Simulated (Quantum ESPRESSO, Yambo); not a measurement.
Planning a run of Yambo 5.3.0 on AlN (F-43m). The input:

```
HF_and_locXC
gw0
dyson
ppa
em1d
rim_cut
RandQpts= 1000000
RandGvec= 1 RL
EXXRLvcs= 72 Ry
VXCRLvcs= 288 Ry
Chimod= "HARTREE"
% BndsRnXp
 1 | 104 |
%
NGsBlkXp= 17 Ry
% LongDrXp
 1 | 1 | 1 |
%
% GbndRnge
 1 | 104 |
%
DysSolver= "n"
ExtendOut
PPAPntXp= 27.21138 eV
% QPkrange
 1 | 1 | 3 | 6 |
 13 | 13 | 3 | 6 |
%
```

```sh
OMP_NUM_THREADS=1 mpirun -n 8 yambo -F gw11.in -J gw11 -C gw11 > gw11.log
```

The stored states that it reads are on a 6×6×6 mesh. The structure is cubic, space group F-43m (No. 216). The conventional cell has a = 4.368 Å, b = 4.368 Å, c = 4.368 Å, α = 90.00°, β = 90.00°, γ = 90.00°. Nearest to Al lie 4 N at 1.89 Å. Nearest to N lie 4 Al at 1.89 Å. Farther neighbours and most contacts between anions are not listed.

Question: Estimate wall time and host memory on 8 MPI ranks of Arm Neoverse V1, shared host.

It took 65 s; on shared hardware allow 32 s to 2.2 min. Peak host memory was 2.6 GiB.

The screening grows as filled bands × empty bands × pairs of k points, times the square of the screening basis for the matrix.

[Paths, hosts, dates, memory and timing lines, banners, echoed tables and standing remarks are left out of the program output.]

[Logs are printed without paths, hosts, clocks, repeated set-up lines and the standing remarks that a program may print on its own settings, such as how far it seeks lower states.]

[Runs of the session that timed out or met a known fault of the program may be left out.]

[Hosts, paths, dates, database ids (printed as entryN), source tags and the programs' standing remarks are cut or masked in the printed files.]
